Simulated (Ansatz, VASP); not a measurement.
**K in VASP and in Ansatz**

```
K
1.0
    -2.61250    2.61250    2.61250
     2.61250   -2.61250    2.61250
     2.61250    2.61250   -2.61250
K
1
Cartesian
  0.0000 0.0000 0.0000
```

Alike in both runs: functional PBEsol; k mesh 12 × 12 × 12; occupations gaussian, width 0.1 eV; no spin polarisation.

Ansatz relaxed the structure, and its values are those at the end. VASP's run is a single point on that final structure, the one shown.

|  | VASP | Ansatz |
| --- | --- | --- |
| version | VASP 6.6.1 | Ansatz 0.2.0 |
| potentials or method | VASP PAW PBE potentials, release 64 (K_sv) | scalar-relativistic, plane waves, PAW |
| plane-wave cutoff (eV) | 520 | 420 |
| valence electrons in the cell | 9 | 9 |

|  | VASP | Ansatz | Ansatz less VASP |
| --- | --- | --- | --- |
| gap on the k mesh at the Fermi level (eV) | none | none | - |
| pressure (GPa) | 0.0 | 0.0 | +0.01 |

A gap of «none» marks a metal or a gap that the smearing closes.

Caveats: the PAW data sets were made with another functional, which shifts forces and pressure a little (VASP).
